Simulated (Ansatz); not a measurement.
SrO: the change of pressure with volume scale

Periodic Kohn-Sham DFT of a crystal at fixed atoms, scaled to volume_scale times the given cell; pressure positive in compression, energy less spherical unpolarised free atoms, largest_vzz the field gradient of largest size among the nuclei. The results are calculated, by Ansatz 0.2.0.

The cell before it is scaled or strained (space group Fm-3m, No. 225):
```
SrO
1.0
      0.0000     2.5698     2.5698
      2.5698     0.0000     2.5698
      2.5698     2.5698     0.0000
Sr O
1 1
Direct
  0.00000 0.00000 0.00000
  0.50000 0.50000 0.50000
```

Settings of every row: method all-electron PAW; functional PBEsol; relativity scalar; k mesh 8x8x8; filling fermi-dirac; smearing width 0.03 eV; nucleus gaussian.

Atom start moment: 0 on all atoms.

| row | volume scale | V (Å³/atom) | pressure (GPa) |
| --- | --- | --- | --- |
| 1 | 0.94 | 15.952 | 5.478 |
| 2 | 0.96 | 16.292 | 3.103 |
| 3 | 0.98 | 16.631 | 0.98 |
| 4 | 0.99 | 16.801 | 0.005 |
| 5 | 1 | 16.971 | -0.917 |
| 6 | 1.01 | 17.14 | -1.79 |
| 7 | 1.02 | 17.31 | -2.614 |
| 8 | 1.04 | 17.649 | ? |
| 9 | 1.06 | 17.989 | -5.491 |

Question: what pressure should row 8 give?

Worked fit of pressure. Take u = (V_r/V)^(2/3) − 1 with V_r = 16.886 Å³ an atom, which is twice the finite (Eulerian) strain; such expansions in the strain, on which the Birch-Murnaghan equation of state is built, carry the rest volume and the bulk modulus. The shown rows have u = 0.03866, 0.02416, 0.0102, 0.00337, -0.00334, -0.0099, -0.0164, -0.04131. Least squares give pressure = −0.4638 + 137.664 × u + 401.27 × u² + 354 × u³ GPa; a parabola predicts inner rows, each left out in turn, worse (root mean square 0.006 against 0.0028 GPa). The rows lie off it by 0.000, 0.002, -0.002, 0.000, 0.002, -0.002, 0.001, 0.000. The pressure vanishes at u = 0.0033, or V = 16.8 Å³ an atom, and there the bulk modulus at fixed shape and fractions is B = −V dP/dV = (2/3)(1 + u) dP/du = 93.9 GPa. The withheld row has u = -0.02903, so the fit gives −0.4638 + 137.664 × (-0.02903) + 401.27 × (-0.02903)² + 354 × (-0.02903)³ = -4.131 GPa.

The calculation gave -4.132 GPa. The fit lies 0.001 GPa (0.0091 % of the column's range) above it, one unit of the last digit.
